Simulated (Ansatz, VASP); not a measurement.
Al: VASP beside Ansatz

```
Al
1.0
     4.54545    0.00000    0.00000
    -2.27273    3.93648    0.00000
     0.00000    0.00000    2.75390
Al
2
Direct
  0.33333 0.66667 0.00000
  0.66667 0.33333 0.00000
```

Alike in both runs: functional PBE; k mesh 15 × 15 × 20; occupations gaussian, width 0.1 eV; no spin polarisation.

Ansatz relaxed the structure, and its values are those at the end. VASP's run is a single point on that final structure, the one shown.

|  | VASP | Ansatz |
| --- | --- | --- |
| version | VASP 6.6.1 | Ansatz 0.2.0 |
| potentials or method | VASP PAW PBE potentials, release 64 (Al) | scalar-relativistic, plane waves, PAW |
| plane-wave cutoff (eV) | 520 | 420 |
| valence electrons in the cell | 6 | 6 |

|  | VASP | Ansatz | Ansatz less VASP |
| --- | --- | --- | --- |
| gap on the k mesh at the Fermi level (eV) | none | none | - |
| pressure (GPa) | 0.0 | 0.0 | +0.02 |

A gap of «none» marks a metal or a gap that the smearing closes.
